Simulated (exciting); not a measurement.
# Nb (Fm-3m) in exciting: equation of state

How stiff is Nb in PBE, and what volume does it want? The cell is scaled to several volumes.

Everything below comes from runs of exciting (release sodium). Logs are shortened: lines on timing, memory, paths and dates and some standing lists are left out, and cuts for length are marked.

## Step 1: The crystal as given

Symmetry: Fm-3m, No. 225, cubic system. The conventional cell has a = 4.230 Å, b = 4.230 Å, c = 4.230 Å, α = 90.00°, β = 90.00°, γ = 90.00°. Nb (site symmetry m-3m) is surrounded by 12 Nb at 2.99 Å.

This isn't the form of Nb at room conditions, which is bcc.

## Step 2: Equation of state, PBE, 17.79 Å³/atom (volume scaled by 0.94)

input.xml

```xml
<input>
  <title>Nb</title>
  <structure speciespath="./" tshift="false">
    <crystal scale="1">
      <basevect>0.000000000000 3.915181109868 3.915181109868</basevect>
      <basevect>3.915181109868 0.000000000000 3.915181109868</basevect>
      <basevect>3.915181109868 3.915181109868 0.000000000000</basevect>
    </crystal>
    <species speciesfile="Nb.xml" rmt="2.29">
      <atom coord="0.000000000000 0.000000000000 0.000000000000"/>
    </species>
  </structure>
  <groundstate do="fromscratch" ngridk="11 11 11" rgkmax="8" gmaxvr="14" lmaxapw="10" lmaxmat="10" lmaxvr="8" xctype="GGA_PBE" stype="Fermi Dirac" swidth="0.00183747" nempty="12" ValenceRelativity="iora*" epsengy="1e-06" epspot="1e-06" maxscl="80" outputlevel="normal"/>
</input>
```

Potentials or basis: all-electron LAPW+lo, shipped species files, valence relativity iora*.

Launch:

```console
> OMP_NUM_THREADS=1 exciting_smp
```

INFO.OUT:

```text
================================================================================
EXCITING SODIUM started
[... 10 lines left out ...]

 Lattice vectors (cartesian) :
      0.0000000000      3.9151811099      3.9151811099
      3.9151811099      0.0000000000      3.9151811099
      3.9151811099      3.9151811099      0.0000000000

 Reciprocal lattice vectors (cartesian) :
     -0.8024131108      0.8024131108      0.8024131108
      0.8024131108     -0.8024131108      0.8024131108
      0.8024131108      0.8024131108     -0.8024131108

 Unit cell volume                           :     120.0288279907
 Brillouin zone volume                      :       2.0665886487

 Species :    1 (Nb)
     parameters loaded from                 :    Nb.xml
     name                                   :    niobium
     nuclear charge                         :     -41.00000000
     electronic charge                      :      41.00000000
     atomic mass                            :  169357.97030000
     muffin-tin radius                      :       2.29000000
     # of radial points in muffin-tin       :     400

     atomic positions (lattice) :
[... 7 lines left out ...]
 Number of crystal symmetries               :      48

 k-point grid                               :      11   11   11
 Total number of k-points                   :      56
 k-point set is reduced with crystal symmetries

 R^MT_min * |G+k|_max (rgkmax)              :       8.00000000
 Species with R^MT_min                      :       1 (Nb)
 Maximum |G+k| for APW functions            :       3.49344978
 Maximum |G| for potential and density      :      14.00000000

 G-vector grid sizes                        :      25    25    25
 Total number of G-vectors                  :    5601

 Maximum angular momentum used for
     APW functions                          :      10
     computing H and O matrix elements      :      10
     potential and density                  :       8
     inner part of muffin-tin               :       2

 Total nuclear charge                       :     -41.00000000
 Total electronic charge                    :      41.00000000
 Total core charge                          :      28.00000000
 Total valence charge                       :      13.00000000

 Number of empty states                     :      12
 Total number of valence states             :      19

 Maximum Hamiltonian size                   :     105
 Maximum number of plane-waves              :      92
 Total number of local-orbitals             :      13

 Exchange-correlation type                  :      20
[... 23 lines left out ...]
+ SCF iteration number :    1                                                  +
++++++++++++++++++++++++++++++++++++++++++++++++++++++++++++++++++++++++++++++++
 Total energy                               :     -3813.90135165
 _______________________________________________________________
 Fermi energy                               :         0.48484628
 Kinetic energy                             :      3958.77238425
 Coulomb energy                             :     -7653.72054929
 Exchange energy                            :      -116.82001537
 Correlation energy                         :        -2.13317124

 DOS at Fermi energy (states/Ha/cell)       :        34.84551715

 Electron charges :
     core                                   :        28.00000000
     core leakage                           :         0.00001028
     valence                                :        13.00000000
     interstitial                           :         2.75382990
     charge in muffin-tin spheres :
                  atom     1    Nb          :        38.24617010
     total charge in muffin-tins            :        38.24617010
     total charge                           :        41.00000000

++++++++++++++++++++++++++++++++++++++++++++++++++++++++++++++++++++++++++++++++
+ SCF iteration number :    2                                                  +
++++++++++++++++++++++++++++++++++++++++++++++++++++++++++++++++++++++++++++++++
 Total energy                               :     -3817.22392555
 _______________________________________________________________
 Fermi energy                               :         0.47522394
 Kinetic energy                             :      3956.69143943
 Coulomb energy                             :     -7654.88590818
 Exchange energy                            :      -116.89667114
 Correlation energy                         :        -2.13278565
[... 233 lines left out ...]
++++++++++++++++++++++++++++++++++++++++++++++++++++++++++++++++++++++++++++++++
+ SCF iteration number :   11                                                  +
++++++++++++++++++++++++++++++++++++++++++++++++++++++++++++++++++++++++++++++++
 Total energy                               :     -3820.45969186
 _______________________________________________________________
 Fermi energy                               :         0.45709214
 Kinetic energy                             :      3954.20082149
 Coulomb energy                             :     -7655.55869342
 Exchange energy                            :      -116.96957589
 Correlation energy                         :        -2.13224404

 DOS at Fermi energy (states/Ha/cell)       :        36.97217820

 Electron charges :
     core                                   :        28.00000000
     core leakage                           :         0.00000976
     valence                                :        13.00000000
     interstitial                           :         2.59850816
     charge in muffin-tin spheres :
                  atom     1    Nb          :        38.40149184
     total charge in muffin-tins            :        38.40149184
     total charge                           :        41.00000000

 RMS change in effective potential (target) :  0.146396E-08  ( 0.100000E-05)
 Absolute change in total energy   (target) :  0.346185E-06  ( 0.100000E-05)
 Charge distance                   (target) :  0.678200E-09  ( 0.100000E-04)

++++++++++++++++++++++++++++++++++++++++++++++++++++++++++++++++++++++++++++++++
| Convergency criteria checked for the last 2 iterations                       +
| Convergence targets achieved. Performing final SCF iteration                 +
++++++++++++++++++++++++++++++++++++++++++++++++++++++++++++++++++++++++++++++++
 Total energy                               :     -3820.45969193
 _______________________________________________________________
 Fermi energy                               :         0.45709214
 Kinetic energy                             :      3954.20082148
 Coulomb energy                             :     -7655.55869348
 Exchange energy                            :      -116.96957589
 Correlation energy                         :        -2.13224404

 DOS at Fermi energy (states/Ha/cell)       :        36.97217832

 Electron charges :
     core                                   :        28.00000000
     core leakage                           :         0.00000976
     valence                                :        13.00000000
     interstitial                           :         2.59850816
     charge in muffin-tin spheres :
                  atom     1    Nb          :        38.40149184
     total charge in muffin-tins            :        38.40149184
     total charge                           :        41.00000000

++++++++++++++++++++++++++++++++++++++++++++++++++++++++++++++++++++++++++++++++
[... 12 lines left out ...]
| EXCITING SODIUM stopped                                                      =
================================================================================
```

LINENGY.OUT:

```text
Species :    1 (Nb), atom :    1
 APW functions :
  l =  0, order =  1 :   0.9825000000
  l =  1, order =  1 :  -0.6475000000
  l =  2, order =  1 :   0.3825000000
  l =  3, order =  1 :   0.1500000000
  l =  3, order =  2 :   0.1500000000
  l =  4, order =  1 :   0.1500000000
[... 11 lines left out ...]
  l = 10, order =  1 :   0.1500000000
  l = 10, order =  2 :   0.1500000000
 local-orbital functions :
  l.o. =  1, l =  0, order =  1 :   0.9825000000
  l.o. =  1, l =  0, order =  2 :   0.9825000000
  l.o. =  2, l =  1, order =  1 :  -0.6475000000
  l.o. =  2, l =  1, order =  2 :  -0.6475000000
  l.o. =  3, l =  2, order =  1 :   0.3825000000
  l.o. =  3, l =  2, order =  2 :   0.3825000000
  l.o. =  4, l =  0, order =  1 :   0.9825000000
  l.o. =  4, l =  0, order =  2 :   0.9825000000
  l.o. =  4, l =  0, order =  3 :   -1.540850000
  l.o. =  5, l =  1, order =  1 :  -0.6475000000
  l.o. =  5, l =  1, order =  2 :  -0.6475000000
  l.o. =  5, l =  1, order =  3 :  -0.6449000000
```

WARNINGS.OUT:

```text
Inversion symmetry is present. Consider using input%groundstate%solver%type = "inversionsymmetry"
```

It took 12 s on 1 thread of AMD EPYC 9R45 (Zen 5), shared host; peak memory 0.1 GiB.

What came out:

```
Free energy                                       : -103960.0156 eV
Band gap on the k mesh                            : none (metal or under the smearing width)
All electrons inside the program's atomic spheres : Nb 38.40 (radii Nb 2.29 bohr)
```

Caveat: rgkmax is low for these elements, so energy differences scatter by about 1 meV per atom; the log's total energy holds no entropy term; the free energy is that total less TS from the occupations.

## Step 3: Equation of state, PBE, 18.16 Å³/atom (volume scaled by 0.96)

input.xml, as its differences from that of step 2:

```diff
@@ -4,5 +4,5 @@
     <crystal scale="1">
-      <basevect>0.000000000000 3.915181109868 3.915181109868</basevect>
-      <basevect>3.915181109868 0.000000000000 3.915181109868</basevect>
-      <basevect>3.915181109868 3.915181109868 0.000000000000</basevect>
+      <basevect>0.000000000000 3.942753716358 3.942753716358</basevect>
+      <basevect>3.942753716358 0.000000000000 3.942753716358</basevect>
+      <basevect>3.942753716358 3.942753716358 0.000000000000</basevect>
     </crystal>
```

Potentials or basis: all-electron LAPW+lo, shipped species files, valence relativity iora*.

Launch:

```console
> OMP_NUM_THREADS=1 exciting_smp
```

It took 13 s on 1 thread of AMD EPYC 9R45 (Zen 5), shared host; peak memory 0.1 GiB.

The run converged. Its results:

* Free energy: -103960.0316 eV
* Band gap on the k mesh: none (metal or under the smearing width)
* All electrons inside the program's atomic spheres: Nb 38.37 (radii Nb 2.29 bohr)

Caveat: rgkmax is low for these elements, so energy differences scatter by about 1 meV per atom; the log's total energy holds no entropy term; the free energy is that total less TS from the occupations.

## Step 4: Equation of state, PBE, 18.54 Å³/atom (volume scaled by 0.98)

input.xml, as its differences from that of step 3:

```diff
@@ -4,5 +4,5 @@
     <crystal scale="1">
-      <basevect>0.000000000000 3.942753716358 3.942753716358</basevect>
-      <basevect>3.942753716358 0.000000000000 3.942753716358</basevect>
-      <basevect>3.942753716358 3.942753716358 0.000000000000</basevect>
+      <basevect>0.000000000000 3.969945980506 3.969945980506</basevect>
+      <basevect>3.969945980506 0.000000000000 3.969945980506</basevect>
+      <basevect>3.969945980506 3.969945980506 0.000000000000</basevect>
     </crystal>
```

Launch:

```console
> OMP_NUM_THREADS=1 exciting_smp
```

Wall time 13 s (1 thread of AMD EPYC 9R45 (Zen 5), shared host); peak memory 0.1 GiB.

The run converged. Its results:

```yaml
Free_energy: -103960.0394 eV
Band_gap_on_the_k_mesh: none (metal or under the smearing width)
All_electrons_inside_the_program's_atomic_spheres: Nb 38.35 (radii Nb 2.29 bohr)
```

Caveat: rgkmax is low for these elements, so energy differences scatter by about 1 meV per atom; the log's total energy holds no entropy term; the free energy is that total less TS from the occupations.

## Step 5: Equation of state, PBE, 18.92 Å³/atom

input.xml, as its differences from that of step 4:

```diff
@@ -4,5 +4,5 @@
     <crystal scale="1">
-      <basevect>0.000000000000 3.969945980506 3.969945980506</basevect>
-      <basevect>3.969945980506 0.000000000000 3.969945980506</basevect>
-      <basevect>3.969945980506 3.969945980506 0.000000000000</basevect>
+      <basevect>0.000000000000 3.996770753584 3.996770753584</basevect>
+      <basevect>3.996770753584 0.000000000000 3.996770753584</basevect>
+      <basevect>3.996770753584 3.996770753584 0.000000000000</basevect>
     </crystal>
```

Potentials or basis: all-electron LAPW+lo, shipped species files, valence relativity iora*.

Launch:

```console
> OMP_NUM_THREADS=1 exciting_smp
```

INFO.OUT:

```text
================================================================================
EXCITING SODIUM started
[... 10 lines left out ...]

 Lattice vectors (cartesian) :
      0.0000000000      3.9967707536      3.9967707536
      3.9967707536      0.0000000000      3.9967707536
      3.9967707536      3.9967707536      0.0000000000

 Reciprocal lattice vectors (cartesian) :
     -0.7860327367      0.7860327367      0.7860327367
      0.7860327367     -0.7860327367      0.7860327367
      0.7860327367      0.7860327367     -0.7860327367

 Unit cell volume                           :     127.6902425495
 Brillouin zone volume                      :       1.9425933297

 Species :    1 (Nb)
     parameters loaded from                 :    Nb.xml
[... 360 lines left out ...]
 Absolute change in total energy   (target) :  0.412113E-06  ( 0.100000E-05)
 Charge distance                   (target) :  0.276916E-09  ( 0.100000E-04)

++++++++++++++++++++++++++++++++++++++++++++++++++++++++++++++++++++++++++++++++
| Convergency criteria checked for the last 2 iterations                       +
| Convergence targets achieved. Performing final SCF iteration                 +
++++++++++++++++++++++++++++++++++++++++++++++++++++++++++++++++++++++++++++++++
 Total energy                               :     -3820.46052529
 _______________________________________________________________
 Fermi energy                               :         0.42359125
 Kinetic energy                             :      3954.07089105
 Coulomb energy                             :     -7655.46555565
 Exchange energy                            :      -116.93849455
 Correlation energy                         :        -2.12736614

 DOS at Fermi energy (states/Ha/cell)       :        38.01090207

 Electron charges :
     core                                   :        28.00000000
     core leakage                           :         0.00000969
     valence                                :        13.00000000
     interstitial                           :         2.67652120
     charge in muffin-tin spheres :
                  atom     1    Nb          :        38.32347880
     total charge in muffin-tins            :        38.32347880
     total charge                           :        41.00000000

++++++++++++++++++++++++++++++++++++++++++++++++++++++++++++++++++++++++++++++++
[... 12 lines left out ...]
| EXCITING SODIUM stopped                                                      =
================================================================================
```

LINENGY.OUT:

```text
Species :    1 (Nb), atom :    1
 APW functions :
  l =  0, order =  1 :   0.9500000000
  l =  1, order =  1 :  -0.6837500000
  l =  2, order =  1 :   0.3475000000
  l =  3, order =  1 :   0.1500000000
  l =  3, order =  2 :   0.1500000000
  l =  4, order =  1 :   0.1500000000
[... 11 lines left out ...]
  l = 10, order =  1 :   0.1500000000
  l = 10, order =  2 :   0.1500000000
 local-orbital functions :
  l.o. =  1, l =  0, order =  1 :   0.9500000000
  l.o. =  1, l =  0, order =  2 :   0.9500000000
  l.o. =  2, l =  1, order =  1 :  -0.6837500000
  l.o. =  2, l =  1, order =  2 :  -0.6837500000
  l.o. =  3, l =  2, order =  1 :   0.3475000000
  l.o. =  3, l =  2, order =  2 :   0.3475000000
  l.o. =  4, l =  0, order =  1 :   0.9500000000
  l.o. =  4, l =  0, order =  2 :   0.9500000000
  l.o. =  4, l =  0, order =  3 :   -1.578350000
  l.o. =  5, l =  1, order =  1 :  -0.6837500000
  l.o. =  5, l =  1, order =  2 :  -0.6837500000
  l.o. =  5, l =  1, order =  3 :  -0.6811500000
```

WARNINGS.OUT:

```text
Inversion symmetry is present. Consider using input%groundstate%solver%type = "inversionsymmetry"
```

Wall time 12 s (1 thread of AMD EPYC 9R45 (Zen 5), shared host); peak memory 0.1 GiB.

What came out:

| Quantity | Value |
| --- | --- |
| Free energy | -103960.0388 eV |
| Band gap on the k mesh | none (metal or under the smearing width) |
| All electrons inside the program's atomic spheres | Nb 38.32 (radii Nb 2.29 bohr) |

Caveat: rgkmax is low for these elements, so energy differences scatter by about 1 meV per atom; the log's total energy holds no entropy term; the free energy is that total less TS from the occupations.

## Step 6: Equation of state, PBE, 19.30 Å³/atom (volume scaled by 1.02)

input.xml, as its differences from that of step 5:

```diff
@@ -4,5 +4,5 @@
     <crystal scale="1">
-      <basevect>0.000000000000 3.996770753584 3.996770753584</basevect>
-      <basevect>3.996770753584 0.000000000000 3.996770753584</basevect>
-      <basevect>3.996770753584 3.996770753584 0.000000000000</basevect>
+      <basevect>0.000000000000 4.023240205426 4.023240205426</basevect>
+      <basevect>4.023240205426 0.000000000000 4.023240205426</basevect>
+      <basevect>4.023240205426 4.023240205426 0.000000000000</basevect>
     </crystal>
```

Potentials or basis: all-electron LAPW+lo, shipped species files, valence relativity iora*.

Launch:

```console
> OMP_NUM_THREADS=1 exciting_smp
```

It took 13 s on 1 thread of AMD EPYC 9R45 (Zen 5), shared host; peak memory 0.1 GiB.

The run converged. Its results:

| Property | Result |
| --- | --- |
| Free energy | -103960.0300 eV |
| Band gap on the k mesh | none (metal or under the smearing width) |
| All electrons inside the program's atomic spheres | Nb 38.30 (radii Nb 2.29 bohr) |

Caveat: rgkmax is low for these elements, so energy differences scatter by about 1 meV per atom; the log's total energy holds no entropy term; the free energy is that total less TS from the occupations.

## Step 7: Equation of state, PBE, 19.68 Å³/atom (volume scaled by 1.04)

input.xml, as its differences from that of step 6:

```diff
@@ -4,5 +4,5 @@
     <crystal scale="1">
-      <basevect>0.000000000000 4.023240205426 4.023240205426</basevect>
-      <basevect>4.023240205426 0.000000000000 4.023240205426</basevect>
-      <basevect>4.023240205426 4.023240205426 0.000000000000</basevect>
+      <basevect>0.000000000000 4.049365873945 4.049365873945</basevect>
+      <basevect>4.049365873945 0.000000000000 4.049365873945</basevect>
+      <basevect>4.049365873945 4.049365873945 0.000000000000</basevect>
     </crystal>
```

Launch:

```console
> OMP_NUM_THREADS=1 exciting_smp
```

Wall time 13 s (1 thread of AMD EPYC 9R45 (Zen 5), shared host); peak memory 0.1 GiB.

The run converged. Its results:

```yaml
Free_energy: -103960.0146 eV
Band_gap_on_the_k_mesh: none (metal or under the smearing width)
All_electrons_inside_the_program's_atomic_spheres: Nb 38.28 (radii Nb 2.29 bohr)
```

Caveat: rgkmax is low for these elements, so energy differences scatter by about 1 meV per atom; the log's total energy holds no entropy term; the free energy is that total less TS from the occupations.

## Step 8: Equation of state, PBE, 20.06 Å³/atom (volume scaled by 1.06)

input.xml, as its differences from that of step 7:

```diff
@@ -4,5 +4,5 @@
     <crystal scale="1">
-      <basevect>0.000000000000 4.049365873945 4.049365873945</basevect>
-      <basevect>4.049365873945 0.000000000000 4.049365873945</basevect>
-      <basevect>4.049365873945 4.049365873945 0.000000000000</basevect>
+      <basevect>0.000000000000 4.075158708592 4.075158708592</basevect>
+      <basevect>4.075158708592 0.000000000000 4.075158708592</basevect>
+      <basevect>4.075158708592 4.075158708592 0.000000000000</basevect>
     </crystal>
```

Launch:

```console
> OMP_NUM_THREADS=1 exciting_smp
```

It took 12 s on 1 thread of AMD EPYC 9R45 (Zen 5), shared host; peak memory 0.1 GiB.

Results (log left out):

```yaml
Free_energy: -103959.9948 eV
Band_gap_on_the_k_mesh: none (metal or under the smearing width)
All_electrons_inside_the_program's_atomic_spheres: Nb 38.26 (radii Nb 2.29 bohr)
```

Caveat: rgkmax is low for these elements, so energy differences scatter by about 1 meV per atom; the log's total energy holds no entropy term; the free energy is that total less TS from the occupations.

(Part 1 of 2 ends here.)
